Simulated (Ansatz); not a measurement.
Trial structure of CdHg5Te6, not yet relaxed:

```
Cd Hg Te
1.0
     4.42091    0.00000    0.00000
     0.00000    4.42091    0.00000
     0.00000    0.00000   18.75634
Cd Hg Te
1 5 6
Direct
  0.50000 0.50000 0.50000
  0.00000 0.00000 0.00000
  0.50000 0.50000 0.16667
  0.00000 0.00000 0.33333
  0.00000 0.00000 0.66667
  0.50000 0.50000 0.83333
  0.00000 0.00000 0.16667
  0.50000 0.50000 0.33333
  0.00000 0.00000 0.50000
  0.50000 0.50000 0.66667
  0.00000 0.00000 0.83333
  0.50000 0.50000 0.00000
```

Level of theory: DFT PBE, scalar-relativistic, plane waves, PAW in Ansatz. Cutoff 420 eV; k points 4×4×1 on the computed 12-atom cell (Γ-centred); Gaussian smearing, width 0.10 eV; no spin polarisation.

Formation energies are uncorrected and refer to the elements' standard structures at the same level. The references include crystalline Hg.

**Question.** What does a single point on this coarse mesh give?

**Answer.** The pressure is -1.8 GPa (the mean over three directions, positive in compression), the largest force is 0.10 eV/Å, and the energy is −0.02 eV/atom against the elements. The shortest distance is 3.13 Å.

**Question.** Is it a good guess?

**Answer.** A good one: relaxing gains under 0.1 eV/atom (the start's value is from the coarse mesh, so the gain is rough) in 13 ionic steps and ends at −0.07 eV/atom on the finer mesh. The symmetry stays P4/mmm (No. 123). The volume per atom shrinks by 5.4 %, from 30.5 to 28.9 Å³. The shortest distance goes from 3.13 Å (Cd–Te and Hg–Te) to 3.00 Å (Cd–Te). Conventional cell: a = 4.334 Å, c = 18.465 Å. Cd is surrounded by 6 Te at 3.00–3.06 Å; Hg on a site of symmetry 4/mmm has 6 Te at 3.06–3.12 Å; Te on a site of symmetry 4mm is surrounded by 6 Hg at 3.04–3.12 Å; 5 more sites not described.

The last run used a 10×10×2 mesh (in the run's order of axes) for its 12-atom cell and Gaussian smearing of 0.10 eV. These runs have no spin–orbit coupling, which can matter for Hg and Te. The reference form of Te is held partly by dispersion forces, which this level lacks. The relaxation can't lower the symmetry of the start, and the grade says only how near the guess is to its own end. Symmetry constrained the relaxation, so the result can be a saddle point.
